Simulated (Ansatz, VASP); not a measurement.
**As: VASP beside Ansatz**

```
As
1.0
    -1.68366    1.68366    1.68366
     1.68366   -1.68366    1.68366
     1.68366    1.68366   -1.68366
As
1
Direct
  0.00000 0.00000 0.00000
```

Alike in both runs: functional PBE; k mesh 17 × 17 × 17; occupations fermi-dirac, width 0.05 eV; no spin polarisation.

Ansatz relaxed the structure, and its values are those at the end. VASP's run is a single point on that final structure, the one shown.

|  | VASP | Ansatz |
| --- | --- | --- |
| version | VASP 6.6.1 | Ansatz 0.2.0 |
| potentials or method | VASP PAW PBE potentials, release 64 (As), cutoff 520 eV | all-electron LAPW, scalar-relativistic |

|  | VASP | Ansatz | Ansatz less VASP |
| --- | --- | --- | --- |
| pressure (GPa) | 0.1 | 0.0 | -0.05 |

Ansatz ran all-electron here, so the differences hold the error of VASP's frozen core and of both bases.
